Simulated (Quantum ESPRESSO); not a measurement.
# Al (Fm-3m) in Quantum ESPRESSO: notebook, part 2 of 2

Quantum ESPRESSO 7.5.

### 5 Equation of state, OLYP+D4

run.py reads:

```python
import numpy as np
from ase.calculators.espresso import Espresso, EspressoProfile
from ase.io import read

atoms = read('Al.xyz')

input_data = {
    'control': {'calculation': 'scf', 'prefix': 'pwscf', 'outdir': './tmp', 'tprnfor': True, 'tstress': True, 'disk_io': 'nowf'},
    'system': {'ecutwfc': 40.0, 'nbnd': 6, 'input_dft': 'XC-000I-000I-110L-131L-000I-000I', 'occupations': 'smearing', 'smearing': 'fd', 'degauss': 0.00367493},
    'electrons': {'conv_thr': 2e-10, 'electron_maxstep': 120, 'mixing_beta': 0.5},
}
pseudopotentials = {'Al': 'Al.upf'}
profile = EspressoProfile(command='pw.x', pseudo_dir='pseudo')
dft = Espresso(profile=profile, input_data=input_data, pseudopotentials=pseudopotentials, kpts=(11, 11, 11), koffset=(0, 0, 0))
from ase.calculators.mixing import SumCalculator
from dftd4.ase import DFTD4
d4 = DFTD4(method='olyp')
atoms.calc = SumCalculator([dft, d4])

from ase.eos import EquationOfState
from ase.units import GPa
cell, v, e = atoms.cell.copy(), [], []
for x in [0.94, 0.96, 0.98, 1.0, 1.02, 1.04, 1.06]:
    atoms.set_cell(cell * x ** (1 / 3), scale_atoms=True)
    v.append(atoms.get_volume() / len(atoms))
    e.append(atoms.get_potential_energy() / len(atoms))
    print(f'V {v[-1]:.6f} A^3/atom  E {e[-1]:.8f} eV/atom')
v0, e0, b0 = EquationOfState(v, e, eos='birchmurnaghan').fit()
print(f'V0 {v0:.5f} A^3/atom  E0 {e0:.6f} eV/atom  B0 {b0 / GPa:.2f} GPa')
```

Al.xyz reads:

```xyz
1
Lattice="0.0000000000 2.0248050000 2.0248050000 2.0248050000 0.0000000000 2.0248050000 2.0248050000 2.0248050000 0.0000000000" Properties=species:S:1:pos:R:3 pbc="T T T"
Al     0.0000000000      0.0000000000      0.0000000000
```

Potentials or basis: PseudoDojo 0.4.1 SR PBE standard.

Launch:

```console
$ OMP_NUM_THREADS=1 python run.py
```

Log:

```text
<dir> UserWarning: The minimum volume of your fit is not in your volumes.  You may not have a minimum in your dataset!
  warnings.warn(
V 15.606570 A^3/atom  E -63.28809737 eV/atom
V 15.938625 A^3/atom  E -63.27241993 eV/atom
V 16.270679 A^3/atom  E -63.25369484 eV/atom
V 16.602734 A^3/atom  E -63.23228083 eV/atom
V 16.934789 A^3/atom  E -63.20848594 eV/atom
V 17.266843 A^3/atom  E -63.18260696 eV/atom
V 17.598898 A^3/atom  E -63.15492795 eV/atom
V0 14.52374 A^3/atom  E0 -63.312499 eV/atom  B0 110.65 GPa
```

espresso.pwi:

```text
&CONTROL
   calculation      = 'scf'
   tstress          = .true.
   tprnfor          = .true.
   outdir           = './tmp'
   prefix           = 'pwscf'
   disk_io          = 'nowf'
   pseudo_dir       = 'pseudo'
/
&SYSTEM
   nbnd             = 6
   ecutwfc          = 40.0
   occupations      = 'smearing'
   degauss          = 0.00367493
   smearing         = 'fd'
   input_dft        = 'XC-000I-000I-110L-131L-000I-000I'
   ntyp             = 1
   nat              = 1
   ibrav            = 0
/
&ELECTRONS
   electron_maxstep = 120
   conv_thr         = 2e-10
   mixing_beta      = 0.5
/
&IONS
/
&CELL
/
&FCP
/
&RISM
/
ATOMIC_SPECIES
Al 26.9815385 Al.upf

K_POINTS automatic
11 11 11  0 0 0

CELL_PARAMETERS angstrom
0.00000000000000 2.06451714090462 2.06451714090462
2.06451714090462 0.00000000000000 2.06451714090462
2.06451714090462 2.06451714090462 0.00000000000000

ATOMIC_POSITIONS angstrom
Al 0.0000000000 0.0000000000 0.0000000000
```

espresso.pwo:

```text
This program is part of the open-source Quantum ESPRESSO suite
     for quantum simulation of materials; please cite
         "P. Giannozzi et al., J. Phys.:Condens. Matter 21 395502 (2009);
         "P. Giannozzi et al., J. Phys.:Condens. Matter 29 465901 (2017);
         "P. Giannozzi et al., J. Chem. Phys. 152 154105 (2020);
     in publications or presentations arising from this work. More details at

Warning: card &CELL ignored
Warning: card &FCP ignored
Warning: card &RISM ignored

     IMPORTANT: XC functional enforced from input :
     Exchange-correlation= XC-000I-000I-110L-131L-000I-000I
                           (   0   0 110 131   0   0   0)
     Any further DFT definition will be discarded
     Please, verify this is what you really want

[... 413 lines left out ...]
!    total energy              =      -4.59031079 Ry
     estimated scf accuracy    <          8.3E-11 Ry
     smearing contrib. (-TS)   =      -0.00030386 Ry
     internal energy E=F+TS    =      -4.59000692 Ry

     The total energy is F=E-TS. E is the sum of the following terms:
     one-electron contribution =       2.78041101 Ry
     hartree contribution      =       0.00687427 Ry
     xc contribution           =      -2.08892705 Ry
     ewald contribution        =      -5.28836515 Ry

     convergence has been achieved in   6 iterations

     Forces acting on atoms (cartesian axes, Ry/au):

     atom    1 type  1   force =     0.00000000    0.00000000    0.00000000

     Total force =     0.000000     Total SCF correction =     0.000000

     Computing stress (Cartesian axis) and pressure

          total   stress  (Ry/bohr**3)                   (kbar)     P=      -74.01
  -0.00050309   0.00000000  -0.00000000          -74.01        0.00       -0.00
   0.00000000  -0.00050309   0.00000000            0.00      -74.01        0.00
   0.00000000   0.00000000  -0.00050309            0.00        0.00      -74.01

=------------------------------------------------------------------------------=
   JOB DONE.
=------------------------------------------------------------------------------=
```

It took 24 s on 1 thread of Arm Neoverse V1, shared host; peak memory 0.08 GiB.

Results:

```
Equilibrium volume : 14.52 Å³/atom (rough: see the caveat)
Bulk modulus       : 111 GPa (rough)
```

Energy against volume, from the lowest point:
| volume (Å³/atom) | energy (meV/atom) |
| --- | --- |
| 15.607 | 0.00 |
| 15.939 | 15.68 |
| 16.271 | 34.40 |
| 16.603 | 55.82 |
| 16.935 | 79.61 |
| 17.267 | 105.49 |
| 17.599 | 133.17 |

Caveat: the potentials were made for another functional, which shifts forces and pressure; the minimum lies outside the volumes run.

### 6 Summary

```tsv
level	V0 of scaled cells (Å³/atom)	B0 (GPa)
BLYP+D4	16.15	75
PW91+D4	16.11	83
BP86+D4	-	-
OLYP+D4	-	-
```

Alike in all rows: task equation of state; potentials or basis PseudoDojo 0.4.1 SR PBE standard; no spin polarisation; cell as given; k mesh 11 × 11 × 11; cutoff (eV) 544; smearing fermi-dirac 0.05 eV.

Caveats: the potentials were made for another functional, which shifts forces and pressure; the minimum lies outside the volumes run (some runs).

Total energies depend on the potentials used, so only differences within one code and one set of settings carry meaning.

### 7 Comparison with measurements

Step 2. Measured bulk modulus of Al: 76.9 GPa (quoted in “The interpretation of polycrystalline coherent inelastic neutron scattering from aluminium”, 2013, pmc:3831299). This calculation gives 75 GPa (-3.0 %). The fit is for a static lattice scaled at fixed shape and fixed fractional positions.

Step 3. Measured bulk modulus of Al: 76.9 GPa (quoted in “The interpretation of polycrystalline coherent inelastic neutron scattering from aluminium”, 2013, pmc:3831299). This calculation gives 83 GPa (+7.9 %). The fit is for a static lattice scaled at fixed shape and fixed fractional positions.
